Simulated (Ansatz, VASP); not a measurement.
## LiF in VASP and in Ansatz

```xyz
4
Lattice="3.0810 0.0000 0.0000 -1.5405 2.6682 0.0000 0.0000 0.0000 4.7853" Properties=species:S:1:pos:R:3 pbc="T T T"
Li    0.0000    1.7788   -0.0356
Li    1.5405    0.8894    2.3571
F     0.0000    1.7788    1.8301
F     1.5405    0.8894    4.2227
```

Alike in both runs: task single point; functional PBE; k mesh 12 × 12 × 6; no spin polarisation.

|  | VASP | Ansatz |
| --- | --- | --- |
| version | VASP 6.6.1 | Ansatz 0.2.0 |
| potentials or method | VASP PAW PBE potentials, release 64 (Li_sv, F) | plane waves, PAW |
| plane-wave cutoff (eV) | 520 | 420 |
| occupations | gaussian, width 0.01 eV | fixed |
| valence electrons in the cell | 20 | 20 |

|  | VASP | Ansatz | Ansatz less VASP |
| --- | --- | --- | --- |
| gap on the k mesh at the Fermi level (eV) | 7.84 | 7.85 | +0.013 |

 Expect the measured gap to be larger: semilocal functionals such as PBE lack the derivative discontinuity. A k mesh can miss the band edges.
